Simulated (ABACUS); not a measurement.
# I under changes of volume

One of the cells (40.553 Å³/atom); the others are scaled copies at fixed shape and fractional positions:

```
I
1.0
     0.00000    2.36560    3.90984
     2.19225    0.00000    3.90984
     2.19225    2.36560    0.00000
I
1
Cartesian
  0.0000 0.0000 0.0000
```

```yaml
Program: ABACUS 3.10.1
Functional: TPSS
Potentials_or_basis: SG15 ONCV 1.2 PBE
Cutoff: 1116 eV
Density_cutoff: 4463 eV
Basis: plane waves
k_mesh: 6 × 6 × 6
Occupations: fermi-dirac, width 0.05 eV
Spin: no spin polarisation
```

```csv
volume (Å³/atom),energy over the lowest point (meV/atom),pressure (GPa)
38.120,?,?
38.931,10.04,1.5
39.742,3.99,0.9
40.553,0.81,0.4
41.364,0.00,-0.1
42.175,1.59,-0.5
42.986,5.15,-0.9
```

Problem. What does the run at 38.120 Å³/atom give?

Solution. Energy over the lowest point 19.43 meV/atom; pressure 2.2 GPa.

Worked out: A Birch-Murnaghan fit of order 3 (a polynomial in V^(-2/3)) to the other rows has its minimum at 41.21 Å³/atom with B0 = V·E''(V) = 23 GPa and B' = 4.2 at fixed shape and positions, which overstates the stiffness. It gives 19.15 meV/atom at 38.120 Å³/atom, against the run's 19.43, and -dE/dV = 2.1 GPa, against 2.2.

Energies are extrapolated to zero smearing.

Caveats: the potentials were made for another functional, which shifts forces and pressure; an odd number of electrons without spin polarisation forces a metal; a magnetic or distorted state may lie lower.
